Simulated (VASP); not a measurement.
Pb: relaxation of the atoms with PBE

Crystal: Pb.

```
CELL_PARAMETERS angstrom
0.00000 2.57318 2.57318
2.57318 0.00000 2.57318
2.57318 2.57318 0.00000
ATOMIC_POSITIONS crystal
Pb 0.00000 0.00000 0.00000
```

The cell isn't the ideal one: a relaxed cell with its volume scaled by 1.06.

```yaml
Program: VASP 6.6.1
Task: relaxation of the atoms
Functional: PBE
Potentials_or_basis: VASP PAW PBE potentials, release 64 (Pb)
Cutoff: 300 eV
k_mesh: 7 × 7 × 7
Occupations: methfessel-paxton, width 0.1 eV
Spin: no spin polarisation
Further_INCAR_settings: ALGO = Fast; EDIFF = 1e-07; IBRION = 2; EDIFFG = -0.01; NSW = 40
```

```yaml
Pressure_after_relaxing: -2.1 GPa
Band_gap_on_the_k_mesh: none (metal or under the smearing width)
```

Final structure:
```
CELL_PARAMETERS angstrom
0.00000 2.57318 2.57318
2.57318 0.00000 2.57318
2.57318 2.57318 0.00000
ATOMIC_POSITIONS crystal
Pb 0.00000 0.00000 0.00000
```

Levels at points of the mesh, in eV from the Fermi level:
| k point | band 1 | band 2 | band 3 | band 4 | band 5 |
| --- | --- | --- | --- | --- | --- |
| (0.00, 0.00, 0.00) | -10.88 | 6.67 | 6.67 | 6.67 | 9.82 |

Wall time 1.9 s on 1 thread of Intel(R) Xeon(R) 6975P-C (Granite Rapids), on a shared host, peak memory 0.14 GiB.

Caveat: the relaxation stopped at its first step, so nothing moved. Spin-orbit coupling is left out, which matters for the levels of Pb.
